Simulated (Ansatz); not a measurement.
The guess for BAs was made by a generator: 4-connected net, two elements alternating (P4_2/mnm, No. 136). The dimensions are guesses.

```yaml
crystal:
  lattice:
    - [5.61369, 0.00000, 0.00000]
    - [0.00000, 5.61369, 0.00000]
    - [0.00000, 0.00000, 3.36921]
  atoms:
    - { symbol: B, position: [0.68050, 0.68050, 0.00000] }
    - { symbol: B, position: [0.18050, 0.81950, 0.50000] }
    - { symbol: B, position: [0.81950, 0.18050, 0.50000] }
    - { symbol: B, position: [0.31950, 0.31950, 0.00000] }
    - { symbol: As, position: [0.81950, 0.81950, 0.50000] }
    - { symbol: As, position: [0.18050, 0.18050, 0.50000] }
    - { symbol: As, position: [0.68050, 0.31950, 0.00000] }
    - { symbol: As, position: [0.31950, 0.68050, 0.00000] }
```

Theory: DFT PBE, scalar-relativistic, plane waves, PAW in Ansatz 0.2.0. Cutoff 420 eV, Gaussian smearing, Γ-centred meshes. Cell and atoms relax first on a coarse mesh and then on a converged one. In between, the cell is made exact in the group found at 0.06 Å. The steps can't lower the symmetry of their start. No spin polarisation.

A guess keeps its type if space group and coordination stay and the shape of the cell changes little (axis ratios within about 15 %, angles within 6°); the volume may change.

Q: Does this structure survive the relaxation?

A: It keeps its type. The symmetry stays P4_2/mnm (No. 136). The volume per atom grows by 10.7 %, from 13.3 to 14.7 Å³. The shortest distance goes from 2.01 Å (B–As) to 2.06 Å (B–As). The ratio c/a of the conventional cell changes by a factor of 0.96. Counting neighbours within 15 % of an atom's shortest distance, the start has As 4, B 4 and the end As 4, B 4.

The last run used a 6×6×8 mesh (in the run's order of axes) for its 8-atom cell and Gaussian smearing of 0.02 eV. Symmetry constrained the relaxation, so the result can be a saddle point.
